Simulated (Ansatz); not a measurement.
**Work and stress of cleavage in TiO$_{2}$**

These are results of DFT r2SCAN+U, scalar-relativistic, plane waves, PAW in Ansatz 0.2.0, not measurements. The runs took a 500 eV cutoff, a Γ-centred 6×6×3 mesh and Gaussian smearing (0.05 eV). U_eff on d shells: Ti 4 eV. No spin polarisation. Energies are free energies at this smearing, counted from the undisturbed cell; pressure is positive in compression.

The undisturbed cell (relaxed at this level):

```
Ti O
1.0
    -2.68476    2.68476    0.02016
    -2.68476   -2.68476    0.02016
     0.07240    0.00000    9.65989
Ti O
4 8
Direct
  0.00001 0.24999 0.87500
  0.50001 0.74999 0.37500
  0.49999 0.25001 0.12500
  0.99999 0.75001 0.62500
  0.00000 0.25001 0.08113
  0.50000 0.75001 0.58113
  0.50000 0.24999 0.91887
  0.00000 0.74999 0.41887
  0.49999 0.75000 0.16887
  0.99999 0.25000 0.66887
  0.00001 0.75000 0.83113
  0.50001 0.25000 0.33113
```

The cut lies on the cell's a–b face, a (0 0 1) plane (indices in the standard cell, whose axes needn't be the Cartesian ones shown) of area 14.42 Å², between layers 1.57 Å apart. Vector c is lengthened by d along the normal with the atoms' Cartesian places fixed: one unrelaxed cut a cell. The traction is positive where the two halves pull on each other.

```csv
d (Å),energy (J/m²),traction (GPa)
-0.30,1.57,-136.5
0.00,0.00,0.0
0.25,0.39,24.3
0.50,1.02,24.5
1.00,1.96,13.1
2.00,2.62,2.7
3.00,2.76,0.5
6.00,2.79,0.0
```

Question: What are the work of separation and the cleavage stress, and do they fit the universal binding curve?

Answer: The energy levels off near W ≈ 2.79 J/m² (the traction is down to 0.0 GPa), the energy of the two unrelaxed faces, 1.39 J/m² each on average. The largest sampled traction is 24.5 GPa at d = 0.50 Å, and a parabola through it and its two neighbours peaks at σ_max ≈ 24.9 GPa, d ≈ 0.39 Å. The curve E = W[1 − (1 + d/ℓ)exp(−d/ℓ)] peaks in traction at d = ℓ with σ_max = W/(eℓ); with 1 J/m² per Å = 10 GPa this W and σ_max give ℓ = 0.41 Å. A parabola through that curve at the same three d peaks at 0.48 Å, against 0.39 Å here, so the traction peaks closer in than on that curve. Real crystals break at far lower stress, because cracks concentrate it, and on the plane of lowest W, which needn't be this one.

The cut is rigid; relaxing the faces lowers these energies and usually the stresses.

Cost: 8 runs of about 16 core-minutes in all, on Arm Neoverse V2 (shared hosts).